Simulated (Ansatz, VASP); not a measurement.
# One calculation of Pd, two programs

File INCAR:

```
SYSTEM = Pd
ALGO     = Normal         ! electronic algorithm
EDIFF    = 1E-6           ! SCF threshold, eV
ENCUT    = 520            ! plane-wave cutoff, eV
GGA      = CA             ! functional
GGA_COMPAT= .FALSE.      
ISIF     = 2              ! what is computed and relaxed
ISMEAR   = -1             ! smearing method
LASPH    = .TRUE.         ! aspherical terms in the spheres
LCHARG   = .FALSE.        ! write CHGCAR
LMAXMIX  = 4              ! l up to which the mixer works
LORBIT   = 11             ! projections on sites
LORBMOM  = .TRUE.       
LREAL    = .FALSE.        ! projectors in reciprocal space
LSORBIT  = .TRUE.         ! spin-orbit coupling
LWAVE    = .FALSE.        ! write WAVECAR
MAGMOM   = 0 0 0          ! initial moments
NBANDS   = 21             ! bands
NELM     = 150            ! most SCF steps
PREC     = Accurate       ! precision mode
SIGMA    = 0.05           ! smearing width, eV
```

File KPOINTS:

```
k-points
0
G
  12 12 12
  0 0 0
```

Contents of POSCAR:

```
Pd
1.0
    0.0000000000      1.9201927211      1.9201927211
    1.9201927211      0.0000000000      1.9201927211
    1.9201927211      1.9201927211      0.0000000000
Pd
1
Direct
    0.0000000000      0.0000000000      0.0000000000
```

input.yaml

```yaml
crystal:
  lattice:
    - [0.0, 1.9201927211, 1.9201927211]
    - [1.9201927211, 0.0, 1.9201927211]
    - [1.9201927211, 1.9201927211, 0.0]
  atoms:
    - { symbol: Pd, position: [0.0, 0.0, 0.0] }
hamiltonian:
  xc: lda
  pseudopotentials: { kind: paw_fr }
magnetization:
  noncollinear: true
  spin_orbit: true
kpoints:
  mp_grid: { grid: [12, 12, 12] }
scf:
  occupations: { method: fermi_dirac, width: 0.05 }
output:
  forces: true
  stress: true
  eigenvalues: true
```

Alike in both runs: task single point; functional LDA; k mesh 12 × 12 × 12; occupations fermi-dirac, width 0.05 eV; non-collinear spin, spin-orbit coupling.

```csv
,VASP,Ansatz
version,VASP 6.6.1,Ansatz 0.2.0
potentials or method,"VASP PAW LDA potentials, release 64 (Pd)",Ansatz PAW
plane-wave cutoff (eV),520,420
valence electrons in the cell,10,18
```

|  | VASP | Ansatz | Ansatz less VASP |
| --- | --- | --- | --- |
| gap on the k mesh at the Fermi level (eV) | none | none | - |
| pressure (GPa) | -0.1 | -0.3 | -0.24 |
| net moment per atom (μB) | 0.00 | 0.00 | 0.000 |

A gap of «none» marks a metal or a gap that the smearing closes. The two sets of potentials don't hold the same shells in valence.

Caveats: the PAW data sets come from PBE, with cores solved anew for the run's functional, which leaves a small shift of forces and pressure (Ansatz).
